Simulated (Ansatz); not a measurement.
Write the native input for Ansatz 0.2.0 that does the following.

```yaml
Task: single point
Functional: RPBE
Potentials_or_basis: all-electron LAPW, scalar-relativistic
Cutoff: 239 eV (chosen from the basis error)
Basis_error_allowed: 0.001 eV/atom
k_mesh: 12 × 12 × 12
Occupations: gaussian, width 0.05 eV
Spin: no spin polarisation
```

Crystal: Zn.

```
Zn
1.0
     0.00000    1.96478    1.96478
     1.96478    0.00000    1.96478
     1.96478    1.96478    0.00000
Zn
1
Direct
  0.00000 0.00000 0.00000
```

This isn't the form of Zn at room conditions, which is hcp.

One way to write it, as run:

input.yaml

```yaml
crystal:
  lattice:
    - [0.0, 1.964776, 1.964776]
    - [1.964776, 0.0, 1.964776]
    - [1.964776, 1.964776, 0.0]
  atoms:
    - { symbol: Zn, position: [0.0, 0.0, 0.0] }
kpoints:
  mp_grid: { grid: [12, 12, 12] }
scf:
  occupations: { method: gaussian, width: 0.05 }
hamiltonian:
  xc: rpbe
  pseudopotentials: { kind: all_electron, lapw: { basis_error: 0.001 } }
output:
  forces: true
  stress: true
  eigenvalues: true
```

Potentials or basis: all-electron LAPW, scalar-relativistic.

Command:

```console
$ ansatz run input.yaml --threads 1 --pin off --max-ram 3072MiB --backend cpu --events-out ev --progress --plain --runs-dir out
```

It gave:

```json
{
  "Pressure": "2.8 GPa",
  "Band gap on the k mesh": "none (metal or under the smearing width)"
}
```

Wall time 3.5 s on 1 thread of Arm Neoverse V2 (shared host), peak memory 0.24 GiB.
